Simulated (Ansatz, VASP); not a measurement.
## MgI2: VASP beside Ansatz

```
Mg I
1.0
     4.13879    0.00000    0.00000
    -2.06940    3.58430    0.00000
     0.00000    0.00000    7.68470
Mg I
1 2
Cartesian
  0.0000 0.0000 0.0000
  0.0000 2.3895 6.0982
  2.0694 1.1948 1.5865
```

Alike in both runs: task single point; functional PBE; k mesh 6 × 6 × 4; occupations gaussian, width 0.05 eV; no spin polarisation.

|  | VASP | Ansatz |
| --- | --- | --- |
| version | VASP 6.6.1 | Ansatz 0.2.0 |
| potentials or method | VASP PAW PBE potentials, release 64 (Mg, I) | scalar-relativistic, plane waves, PAW |
| plane-wave cutoff (eV) | 520 | 520 |
| valence electrons in the cell | 16 | 44 |

```csv
,VASP,Ansatz,Ansatz less VASP
gap on the k mesh at the Fermi level (eV),3.75,3.77,+0.017
least direct gap on the mesh (eV),4.04,4.05,+0.013
pressure (GPa),2.3,2.3,+0.05
largest component of the traceless stress (GPa),0.35,0.35,-0.008
rms of the force components (eV/Å),0.275,0.279,+0.0042
```

Atom by atom the forces differ by 0.004 eV/Å (rms over components). The two sets of potentials don't hold the same shells in valence.

Caveats: spin-orbit coupling is left out, which moves the levels of the heavy elements; this functional lacks dispersion, which binds the layers, so the pressure and a relaxed spacing across them are unreliable. A k mesh can miss the band edges.
